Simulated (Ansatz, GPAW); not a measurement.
HfO$_{2}$: PBE in single-zeta orbitals, run from Python

These are simulated results from GPAW 26.7.0, not measurements. The cell was built from a prototype and was relaxed with r2SCAN in plane waves (Ansatz 0.2.0). It may be hypothetical. It is a single sheet, repeated along a and b, with vacuum along c. All runs are without spin polarisation.

In-plane lattice: a = 3.232 Å, b = 3.232 Å, γ = 120.0°; thickness between the outer nuclei 1.92 Å. Hf is surrounded by 6 O at 2.10 Å; O is surrounded by 3 Hf at 2.10 Å.

The basis is minimal: single zeta, one radial function for each shell that the log's basis lists. It describes the filled bands fairly and the empty ones poorly.

Input script:

```python
import json
from ase import Atoms
from gpaw import GPAW, PW, FermiDirac

atoms = Atoms(['Hf', 'O', 'O'],
              cell=[[3.232128, 0.0, -0.0], [-1.616064, 2.799105, 0.0], [-0.0, 0.0, 29.276002]],
              scaled_positions=[[-0.0, -0.0, 0.307419], [0.333333, 0.666667, 0.340197], [0.666667, 0.333333, 0.274641]],
              pbc=True)
calc = GPAW(mode='lcao', basis='sz(dzp)', h=0.2, xc='PBE', kpts={'size': (6, 6, 1), 'gamma': True},
            occupations=FermiDirac(0.02), maxiter=100, legacy_gpaw=True, txt='gpaw.txt')
atoms.calc = calc
res = {'energy': atoms.get_potential_energy(force_consistent=True)}
res['electrons'] = calc.get_number_of_electrons()
res['k'] = calc.get_ibz_k_points().tolist()
res['levels'] = [calc.get_eigenvalues(kpt=i).tolist() for i in range(len(res['k']))]
points = [[0.0, 0.0, 0.0], [0.5, 0.0, 0.0], [0.333333, 0.333333, 0.0], [0.166667, 0.166667, 0.0], [0.0, 0.5, 0.0], [0.3, 0.0, 0.0]]
bands = calc.fixed_density(kpts=points, symmetry='off', txt='bands.txt')
res['points'] = [bands.get_eigenvalues(kpt=i).tolist() for i in range(len(points))]
json.dump(res, open('results.json', 'w'))
print('free energy (eV):', round(res['energy'], 5))
```

Command: `python run.py`. It took 8.3 s on 1 thread of Arm Neoverse V2 (shared host), peak memory 0.18 GiB.

The log gpaw.txt, trimmed of paths, versions and times, then the last line on the terminal. An iter line gives the energy in eV and the logarithms of the changes of orbitals (plane waves alone) and density (c: converged):

```
___ ___ ___ _ _ _
 |   |   |_  | | | |

 | | | | | . | | | |

 |__ |  _|___|_____|  26.7.0
 |___|_|

Input parameters:
  basis: sz(dzp)
  h: 0.2
  kpts: {gamma: True,
         size: (6, 6, 1)}
  maxiter: 100
  mode: lcao
  occupations: {fixmagmom: False,
                name: fermi-dirac,
                width: 0.02}
  xc: PBE

System changes: positions, numbers, cell, pbc, initial_charges, initial_magmoms

Initialize ...

species:
  Hf:
    name:    Hafnium
    Z:       72.0
    valence: 12
    core:    60
    charge:  0.0  # [|e|]
    compensation charges:
      type: gauss
      rc: 0.41  # [Å]
      lmax: 2
    cutoffs:
      filter: 2.36  # [Å]
      core: 4.02  # [Å]
    projectors
    | kind |    occ | energy [eV] | rcut [Å] |

    |------|--------|-------------|----------|

    |   5s |  2.000 |     -66.831 |    1.397 |

    |   6s |  2.000 |      -5.097 |    1.397 |

    |   5p |  6.000 |     -35.599 |    1.307 |

    |   6p |  0.000 |      -1.401 |    1.307 |

    |   5d |  2.000 |      -2.699 |    1.334 |

    |    d |        |      24.513 |    1.334 |

    LCAO basis set for Hf:
      Name: sz(dzp)
      Number of radial functions: 5
      Number of spherical harmonics: 13
        l=0, rc=3.5625 Bohr: 5s-sz confined orbital
        l=0, rc=9.5469 Bohr: 6s-sz confined orbital
        l=1, rc=4.3125 Bohr: 5p-sz confined orbital
        l=1, rc=13.4375 Bohr: 6p-sz confined orbital
        l=2, rc=8.5000 Bohr: 5d-sz confined orbital
      Number of RI-basis functions 0

  O:
    name:    Oxygen
    Z:       8.0
    valence: 6
    core:    2
    charge:  0.0  # [|e|]
    compensation charges:
      type: gauss
      rc: 0.21  # [Å]
      lmax: 2
    cutoffs:
      filter: 1.17  # [Å]
      core: 0.83  # [Å]
    projectors
    | kind |    occ | energy [eV] | rcut [Å] |

    |------|--------|-------------|----------|

    |   2s |  2.000 |     -23.961 |    0.688 |

    |   2p |  4.000 |      -9.029 |    0.598 |

    |    s |        |       3.251 |    0.688 |

    |    p |        |      18.182 |    0.598 |

    |    d |        |       0.000 |    0.619 |

    LCAO basis set for O:
      Name: sz(dzp)
      Number of radial functions: 2
      Number of spherical harmonics: 4
        l=0, rc=4.3438 Bohr: 2s-sz confined orbital
        l=1, rc=5.3906 Bohr: 2p-sz confined orbital
      Number of RI-basis functions 0

Reference energy: -413967.819878  # eV

Spin-paired calculation

Convergence criteria:
 Maximum [total energy] change in last 3 cyles: 0.0005 eV / valence electron
 Maximum integral of absolute [dens]ity change: 0.0001 electrons / valence electron
 Maximum integral of absolute [eigenst]ate change: 4e-08 eV^2 / valence electron
 Maximum number of scf [iter]ations: 100
 (Square brackets indicate name in SCF output, whereas a 'c' in
 the SCF output indicates the quantity has converged.)

Symmetries present (total): 1

  ( 1  0  0)
  ( 0  1  0)
  ( 0  0  1)

36 k-points: 6 x 6 x 1 Monkhorst-Pack grid + [1/12,1/12,0.000000]
20 k-points in the irreducible part of the Brillouin zone
       k-points in crystal coordinates                weights
   0:     0.00000000    0.00000000    0.00000000          1/36
   1:     0.00000000    0.16666667    0.00000000          2/36
   2:     0.00000000    0.33333333    0.00000000          2/36
   3:     0.00000000    0.50000000    0.00000000          1/36
   4:     0.16666667   -0.33333333    0.00000000          2/36
   5:     0.16666667   -0.16666667    0.00000000          2/36
   6:     0.16666667    0.00000000    0.00000000          2/36
   7:     0.16666667    0.16666667    0.00000000          2/36
   8:     0.16666667    0.33333333    0.00000000          2/36
   9:     0.16666667    0.50000000    0.00000000          2/36
          ...
  19:     0.50000000    0.50000000    0.00000000          1/36

Wave functions: LCAO
  Diagonalizer: Serial LAPACK
  Atomic Correction: dense with blas
  Data-type: complex

Occupation numbers: Fermi-Dirac:
  width: 0.0200  # eV

Eigensolver
   LCAO using direct dense diagonalizer

Densities:
  Coarse grid: 12*12*148 grid
  Fine grid: 24*24*296 grid
  Total Charge: 0.000000

Density mixing:
  Method: separate
  Backend: msr1
  Linear mixing parameter: 0.05
  old densities: 10
  Width of damping distribution: 1.1
  Damping of long wavelength oscillations: 20

Hamiltonian:
  XC and Coulomb potentials evaluated on a 24*24*296 grid
  Using the PBE Exchange-Correlation functional
  Interpolation: tri-quintic (5. degree polynomial)
  Poisson solver: FastPoissonSolver using
    Stencil: 8*3+1=25 point O(h^6) finite-difference Laplacian
    FFT axes: [np.int64(0), np.int64(1), np.int64(2)]
    FST axes: []

XC parameters: PBE with 2 nearest neighbor stencil

Memory estimate:
  Process memory now: 128.92 MiB
  Calculator: 20.97 MiB
    Density: 12.65 MiB
      Arrays: 4.23 MiB
      Localized functions: 5.17 MiB
      Mixer: 3.25 MiB
    Hamiltonian: 3.10 MiB
      Arrays: 2.76 MiB
      XC: 0.00 MiB
      Poisson: 0.00 MiB
      vbar: 0.34 MiB
    Wavefunctions: 5.21 MiB
      C [qnM]: 0.12 MiB
      S, T [2 x qmm]: 0.27 MiB
      P [aqMi]: 0.02 MiB
      BasisFunctions: 4.80 MiB
      Eigensolver: 0.00 MiB

Total number of cores used: 1

Number of atoms: 3
Number of atomic orbitals: 21
Number of bands in calculation: 19
Number of valence electrons: 24
Bands to converge: occupied
Positions:
   0 Hf     0.000000    0.000000    8.999999    ( 0.0000,  0.0000,  0.0000)
   1 O     -0.000002    1.866071    9.959608    ( 0.0000,  0.0000,  0.0000)
   2 O      1.616066    0.933034    8.040390    ( 0.0000,  0.0000,  0.0000)

Unit cell:
           periodic     x           y           z      points  spacing
  1. axis:    yes    3.232128    0.000000   -0.000000    12     0.2333
  2. axis:    yes   -1.616064    2.799105    0.000000    12     0.2333
  3. axis:    yes   -0.000000    0.000000   29.276002   148     0.1978

  Lengths:   3.232128   3.232128  29.276002
  Angles:   90.000000  90.000000 120.000000

Effective grid spacing dv^(1/3) = 0.2316

iter:   1   -26.225177        c
iter:   2   -25.467542        c -0.95
iter:   3   -23.411051        c -1.01
iter:   4   -23.382928        c -1.67
iter:   5   -23.387521        c -1.81
iter:   6   -23.384605c       c -2.50
iter:   7   -23.384590c       c -3.11
iter:   8   -23.384554c       c -3.42
iter:   9   -23.384552c       c -4.27c

Converged after 9 iterations.

Energy contributions relative to reference atoms: (reference = -413967.819878)

Kinetic:        +26.891507
Potential:      -28.839571
External:        +0.000000
XC:             -23.322855
Entropy (-ST):   -0.000000
Local:           +1.886367
SIC:             +0.000000
--------------------------
Free energy:    -23.384552
Extrapolated:   -23.384552

Showing only first 2 kpts
 Kpt  Band  Eigenvalues  Occupancy
  0    10     -6.67224    2.00000
  0    11     -6.63368    2.00000
  0    12     -1.89970    0.00000
  0    13     -1.89808    0.00000

  1    10     -7.08814    2.00000
  1    11     -6.62339    2.00000
  1    12     -1.73002    0.00000
  1    13     -1.24477    0.00000

Fermi level: -4.37296

Gap: 4.460 eV
Transition (v -> c):
  (s=0, k=11, n=11, [0.33, -0.17, 0.00]) -> (s=0, k=0, n=12, [0.00, 0.00, 0.00])
Direct/indirect transitions are different
Direct gap: 4.734 eV
Transition at: (s=0, k=0, n=11, [0.00, 0.00, 0.00])

free energy (eV): -23.38455
```

The gap in the log is over the mesh alone; results.json adds the listed points. PBE in single-zeta orbitals gives a gap of 4.46 eV. On the same cell, plane-wave PBE (Ansatz, 12×12×1 k points and the special points) gives a gap of 4.93 eV and r2SCAN a gap of 5.47 eV; on shared hosts these took about 8.2 and 21 core-seconds on the 3-atom cell, against 8.3 for the script. Spin-orbit coupling, left out in all these runs, can cut or reorder the gap by tenths of an eV, up to about 1 eV with Pb or Bi.

Spin-orbit coupling is left out, which matters wherever the heavy atoms make up the band edges.
